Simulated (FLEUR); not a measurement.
# HfB2 (P6/mmm) in FLEUR: notebook, part 2 of 2

FLEUR MaX-R8.1 (later development tree). Earlier steps stand in the parts before.

### 6 Equation of state, r2SCAN, 10.30 Å³/atom (volume scaled by 1.04)

Changes to inp.xml since step 5:

```diff
@@ -27,3 +27,3 @@
       <xi:include xmlns:xi="http://www.w3.org/2001/XInclude" href="sym.xml"> </xi:include>
-      <bulkLattice scale="1.0000000000">
+      <bulkLattice scale="1.0131594038">
          <bravaisMatrix>
```

Potentials or basis: all-electron, FLAPW.

Command:

```sh
inpgen -f crystal.txt -profile fastHighL
# inp.xml edited to the form shown
fleur_MPI
```

Run time: 66 s. Hardware: 1 thread of Intel Xeon Platinum 8559C (Emerald Rapids), shared host; peak memory 0.1 GiB.

Results (log left out):

```yaml
Free_energy: -412157.3681 eV
Band_gap_on_the_k_mesh: none (metal or under the smearing width)
Valence_electrons_inside_the_program's_atomic_spheres: Hf 24.34; B 1.39 (radii Hf 2.66, B 1.54 bohr)
```

Caveat: the meta-GGA is that of a development version, with a GGA for the radial functions and cores and without core tails.

### 7 Equation of state, r2SCAN, 10.50 Å³/atom (volume scaled by 1.06)

Changes to inp.xml since step 6:

```diff
@@ -27,3 +27,3 @@
       <xi:include xmlns:xi="http://www.w3.org/2001/XInclude" href="sym.xml"> </xi:include>
-      <bulkLattice scale="1.0131594038">
+      <bulkLattice scale="1.0196128224">
          <bravaisMatrix>
```

Command:

```sh
inpgen -f crystal.txt -profile fastHighL
# inp.xml edited to the form shown
fleur_MPI
```

Wall time 82 s (1 thread of Intel Xeon Platinum 8559C (Emerald Rapids), shared host); peak memory 0.09 GiB.

It converged, with:

- Free energy: -412157.3239 eV
- Band gap on the k mesh: none (metal or under the smearing width)
- Valence electrons inside the program's atomic spheres: Hf 24.29; B 1.37 (radii Hf 2.66, B 1.54 bohr)

Caveat: the meta-GGA is that of a development version, with a GGA for the radial functions and cores and without core tails.

### 8 Equation of state, r2SCAN

This step only gathers the single runs of the series.

Results:

* Equilibrium volume: 9.88 Å³/atom
* Bulk modulus at fixed shape and positions: 258 GPa

Energy against volume, from the lowest point:
```csv
volume (Å³/atom),energy (meV/atom)
9.311,29.24
9.509,12.04
9.905,0.00
10.301,13.29
10.499,28.01
```

Caveat: the meta-GGA is that of a development version, with a GGA for the radial functions and cores and without core tails; the cell was scaled at fixed shape and fractional positions, which overstates the stiffness of a crystal with free parameters, most of all of layers and chains. Spin-orbit coupling is left out, which matters for the levels of Hf.
